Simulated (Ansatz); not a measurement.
# BaTiO₃: field gradients at two levels of theory

Cell: an entry of the Crystallography Open Database (COD) whose atoms were relaxed with PBE, the cell held.

```
Ba Ti O
1.0
     3.98410    0.00000    0.00000
     0.00000    2.83705    2.84580
     0.00000   -2.83705    2.84580
Ba Ti O
1 1 3
Direct
  0.00000 0.00671 0.00671
  0.50000 0.52029 0.52029
  0.00000 0.49180 0.49180
  0.50000 0.49323 0.98419
  0.50000 0.98419 0.49323
```

Atom numbers follow the list; atoms alike are taken as one site, whose name carries the number of the first.

First run. All values are calculated (Ansatz; DFT, PBE, plane waves and PAW, scalar-relativistic, 420 eV cutoff, Γ-centred 8×8×8 k-points, Fermi–Dirac smearing 0.02 eV), not measured.

```json
{"site": "Ba", "atom": "1", "V_zz (10²¹ V/m²)": "0.55", "η": "0.50"}
{"site": "Ti", "atom": "2", "V_zz (10²¹ V/m²)": "0.87", "η": "0.35"}
{"site": "O3", "atom": "3", "V_zz (10²¹ V/m²)": "2.83", "η": "0.02"}
{"site": "O4", "atom": "4", "V_zz (10²¹ V/m²)": "1.96", "η": "0.01"}
```

Second run. The same atoms and settings, except that spin–orbit coupling is included (fully relativistic PAW files).

Q: Given the first result, estimate the second.

A: 

```csv
site,atom,V_zz,η,change of V_zz
Ba,1,0.56,0.50,+0.01
Ti,2,0.87,0.35,0.00
O3,3,2.83,0.02,0.00
O4,4,1.96,0.01,0.00
```

No V_zz moves by more than 0.01.
